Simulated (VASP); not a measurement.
# Li2Se (Fm-3m) in VASP: settings compared, part 2 of 2

VASP 6.6.1.

**3. Band structure, PW91**

File POSCAR:

```
Li2Se
1.0
    0.0000000000      3.0025000000      3.0025000000
    3.0025000000      0.0000000000      3.0025000000
    3.0025000000      3.0025000000      0.0000000000
Se Li
1 2
Direct
    0.0000000000      0.0000000000      0.0000000000
    0.7500000000      0.7500000000      0.7500000000
    0.2500000000      0.2500000000      0.2500000000
```

File INCAR.step1:

```
SYSTEM = Li2Se
PREC = Accurate
ENCUT = 520
EDIFF = 1E-7
ISMEAR = -1
SIGMA = 0.05
LREAL = .False.
LASPH = .True.
NELM = 80
ALGO = Fast
ISIF = 2
LWAVE = .False.
LCHARG = .True.
GGA = 91
NBANDS = 13
```

File KPOINTS.step1:

```
regular mesh
0
Gamma
  8 8 8
  0 0 0
```

File INCAR.step2:

```
SYSTEM = Li2Se
PREC = Accurate
ENCUT = 520
EDIFF = 1E-7
ISMEAR = 0
SIGMA = 0.05
LREAL = .False.
LASPH = .True.
NELM = 80
ALGO = Fast
ISIF = 2
LWAVE = .False.
LCHARG = .False.
GGA = 91
NBANDS = 13
ICHARG = 11
```

File KPOINTS.step2:

```
path GXWKGLUWLK,UX
15
line-mode
reciprocal
 0.0000000000  0.0000000000  0.0000000000  G
 0.5000000000  0.0000000000  0.5000000000  X

 0.5000000000  0.0000000000  0.5000000000  X
 0.5000000000  0.2500000000  0.7500000000  W

 0.5000000000  0.2500000000  0.7500000000  W
 0.3750000000  0.3750000000  0.7500000000  K

 0.3750000000  0.3750000000  0.7500000000  K
 0.0000000000  0.0000000000  0.0000000000  G

 0.0000000000  0.0000000000  0.0000000000  G
 0.5000000000  0.5000000000  0.5000000000  L

 0.5000000000  0.5000000000  0.5000000000  L
 0.6250000000  0.2500000000  0.6250000000  U

 0.6250000000  0.2500000000  0.6250000000  U
 0.5000000000  0.2500000000  0.7500000000  W

 0.5000000000  0.2500000000  0.7500000000  W
 0.5000000000  0.5000000000  0.5000000000  L

 0.5000000000  0.5000000000  0.5000000000  L
 0.3750000000  0.3750000000  0.7500000000  K

 0.6250000000  0.2500000000  0.6250000000  U
 0.5000000000  0.0000000000  0.5000000000  X
```

Potentials or basis: VASP PAW PBE potentials, release 64 (Se, Li_sv).

On the command line:

```console
> cat potpaw_PBE.64/Se/POTCAR potpaw_PBE.64/Li_sv/POTCAR > POTCAR
> cp INCAR.step1 INCAR
> cp KPOINTS.step1 KPOINTS
> mpirun -np 1 vasp_std > vasp.out
> cp INCAR.step2 INCAR
> cp KPOINTS.step2 KPOINTS
> mpirun -np 1 vasp_std > vasp.out
```

Run time: 87 s. Hardware: 1 thread of Intel Xeon Platinum 8375C at 2.90GHz (Ice Lake), shared host; peak memory 0.23 GiB.

Results (log left out):

* Band gap on the k mesh: 2.98 eV, indirect (least direct gap 3.40 eV)
* Band gap along the path: 2.98 eV, indirect (least direct gap 3.40 eV)

Levels at the corners of the path, in eV from the valence-band top:
```tsv
point	band 4	band 5	band 6	band 7	band 8	band 9
Γ	0.00	0.00	0.00	3.40	5.64	5.64
X	-2.27	-1.43	-1.43	2.98	6.19	10.33
X	-2.27	-1.43	-1.43	2.98	6.19	10.33
W	-1.89	-1.89	-1.75	5.15	6.40	8.05
W	-1.89	-1.89	-1.75	5.15	6.40	8.05
K	-2.08	-2.06	-1.16	4.11	7.26	8.46
K	-2.08	-2.06	-1.16	4.11	7.26	8.46
Γ	0.00	0.00	0.00	3.40	5.64	5.64
Γ	0.00	0.00	0.00	3.40	5.64	5.64
L	-2.89	-0.52	-0.52	5.13	5.97	5.97
L	-2.89	-0.52	-0.52	5.13	5.97	5.97
U	-2.08	-2.06	-1.16	4.11	7.26	8.46
U	-2.08	-2.06	-1.16	4.11	7.26	8.46
W	-1.89	-1.89	-1.75	5.15	6.40	8.05
W	-1.89	-1.89	-1.75	5.15	6.40	8.05
L	-2.89	-0.52	-0.52	5.13	5.97	5.97
L	-2.89	-0.52	-0.52	5.13	5.97	5.97
K	-2.08	-2.06	-1.16	4.11	7.26	8.46
U	-2.08	-2.06	-1.16	4.11	7.26	8.46
X	-2.27	-1.43	-1.43	2.98	6.19	10.33
```

Caveat: the log is that of the step along the path at fixed density, whose energy, stress, charges and moments have no meaning.

**4. Band structure, HF**

POSCAR is that of step 3.

File INCAR.step1:

```
SYSTEM = Li2Se
PREC = Accurate
ENCUT = 520
EDIFF = 1E-5
ISMEAR = -1
SIGMA = 0.05
LREAL = .FALSE.
LASPH = .TRUE.
NELM = 80
ALGO = Normal
ISIF = 2
LWAVE = .TRUE.
LCHARG = .FALSE.
GGA = PE
```

File INCAR.step2:

```
SYSTEM = Li2Se
PREC = Accurate
ENCUT = 520
EDIFF = 1E-6
ISMEAR = -1
SIGMA = 0.05
LREAL = .FALSE.
LASPH = .TRUE.
NELM = 80
ALGO = Normal
ISIF = 2
LWAVE = .FALSE.
LCHARG = .FALSE.
GGA = PE
LHFCALC = .TRUE.
AEXX = 1.0
ALDAC = 0.0
AGGAC = 0.0
PRECFOCK = Fast
ISTART = 1
HFRCUT = -1
```

File KPOINTS:

```
Automatic mesh
0
G
  4 4 4
  0 0 0
```

File KPOINTS_OPT:

```
path GXWKGLUWLK,UX
10
line-mode
reciprocal
 0.0000000000  0.0000000000  0.0000000000  G
 0.5000000000  0.0000000000  0.5000000000  X

 0.5000000000  0.0000000000  0.5000000000  X
 0.5000000000  0.2500000000  0.7500000000  W

 0.5000000000  0.2500000000  0.7500000000  W
 0.3750000000  0.3750000000  0.7500000000  K

 0.3750000000  0.3750000000  0.7500000000  K
 0.0000000000  0.0000000000  0.0000000000  G

 0.0000000000  0.0000000000  0.0000000000  G
 0.5000000000  0.5000000000  0.5000000000  L

 0.5000000000  0.5000000000  0.5000000000  L
 0.6250000000  0.2500000000  0.6250000000  U

 0.6250000000  0.2500000000  0.6250000000  U
 0.5000000000  0.2500000000  0.7500000000  W

 0.5000000000  0.2500000000  0.7500000000  W
 0.5000000000  0.5000000000  0.5000000000  L

 0.5000000000  0.5000000000  0.5000000000  L
 0.3750000000  0.3750000000  0.7500000000  K

 0.6250000000  0.2500000000  0.6250000000  U
 0.5000000000  0.0000000000  0.5000000000  X
```

On the command line:

```console
> cat potpaw_PBE.64/Se/POTCAR potpaw_PBE.64/Li_sv/POTCAR > POTCAR
> cp INCAR.step1 INCAR
> mpirun -np 1 vasp_std > vasp.out
> cp INCAR.step2 INCAR
> mpirun -np 1 vasp_std > vasp.out
```

Run time: 16 min. Hardware: 1 thread of Intel Xeon Platinum 8259CL at 2.50GHz (Skylake/Cascade Lake), shared host; peak memory 0.21 GiB.

It converged, with:

```
Free energy             : -18.6445 eV
Band gap on the k mesh  : 9.67 eV, indirect (least direct gap 10.58 eV)
Band gap along the path : 9.67 eV, indirect (least direct gap 10.58 eV)
```

Levels at the corners of the path, in eV from the valence-band top:
| point | band 3 | band 4 | band 5 | band 6 | band 7 | band 8 | band 9 | band 10 |
| --- | --- | --- | --- | --- | --- | --- | --- | --- |
| Γ | -15.71 | 0.00 | 0.00 | 0.00 | 10.58 | 13.04 | 13.04 | 13.04 |
| X | -14.90 | -3.20 | -1.86 | -1.86 | 9.67 | 13.49 | 18.81 | 18.85 |
| X | -14.90 | -3.20 | -1.86 | -1.86 | 9.67 | 13.49 | 18.86 | 19.13 |
| W | -14.87 | -2.58 | -2.58 | -2.14 | 12.02 | 14.15 | 15.82 | 15.82 |
| W | -14.87 | -2.58 | -2.58 | -2.14 | 12.02 | 14.15 | 15.82 | 15.82 |
| K | -14.90 | -2.85 | -2.70 | -1.50 | 10.98 | 14.80 | 16.69 | 16.97 |
| K | -14.90 | -2.85 | -2.70 | -1.50 | 10.98 | 14.80 | 16.64 | 16.97 |
| Γ | -15.71 | 0.00 | 0.00 | 0.00 | 10.58 | 13.04 | 13.04 | 13.04 |
| Γ | -15.71 | 0.00 | 0.00 | 0.00 | 10.58 | 13.04 | 13.04 | 13.04 |
| L | -15.10 | -3.93 | -0.68 | -0.68 | 12.56 | 13.30 | 13.30 | 15.53 |
| L | -15.10 | -3.93 | -0.68 | -0.68 | 12.56 | 13.30 | 13.30 | 15.53 |
| U | -14.90 | -2.85 | -2.70 | -1.50 | 10.98 | 14.80 | 16.65 | 16.92 |
| U | -14.90 | -2.85 | -2.70 | -1.50 | 10.98 | 14.80 | 16.64 | 16.98 |
| W | -14.87 | -2.58 | -2.58 | -2.14 | 12.02 | 14.15 | 15.82 | 15.82 |
| W | -14.87 | -2.58 | -2.58 | -2.14 | 12.02 | 14.15 | 15.82 | 15.82 |
| L | -15.10 | -3.93 | -0.68 | -0.68 | 12.56 | 13.30 | 13.30 | 15.53 |
| L | -15.10 | -3.93 | -0.68 | -0.68 | 12.56 | 13.30 | 13.30 | 15.53 |
| K | -14.90 | -2.85 | -2.70 | -1.50 | 10.98 | 14.80 | 16.64 | 16.88 |
| U | -14.90 | -2.85 | -2.70 | -1.50 | 10.98 | 14.80 | 16.70 | 16.88 |
| X | -14.90 | -3.20 | -1.86 | -1.86 | 9.67 | 13.49 | 18.81 | 18.86 |

Caveat: the k mesh is coarse (spacing up to 0.45 Å⁻¹), so the values aren't converged, least of all with exact exchange.

**5. Overview**

| level | k mesh | further INCAR settings | grid for exact exchange (PRECFOCK) | exchange at q = 0 | mesh quality | gap on the mesh (eV) |
| --- | --- | --- | --- | --- | --- | --- |
| BLYP | 8 × 8 × 8 | ALGO = Normal; EDIFF = 1e-07 | - | - | not flagged | 3.23 |
| PW91 | 8 × 8 × 8 | ALGO = Fast; EDIFF = 1e-07; NBANDS = 13 | - | - | not flagged | 2.98 |
| HF | 4 × 4 × 4 | ALGO = Normal; EDIFF = 1e-06 | Fast | truncated | coarse | 9.67 |

Alike in all rows: task band structure; potentials or basis VASP PAW PBE potentials, release 64 (Se, Li_sv); no spin polarisation; cell as given; cutoff (eV) 520; smearing fermi-dirac 0.05 eV.

Caveats: some runs use coarse meshes.

Absolute energies hang on the potentials; compare differences alone.
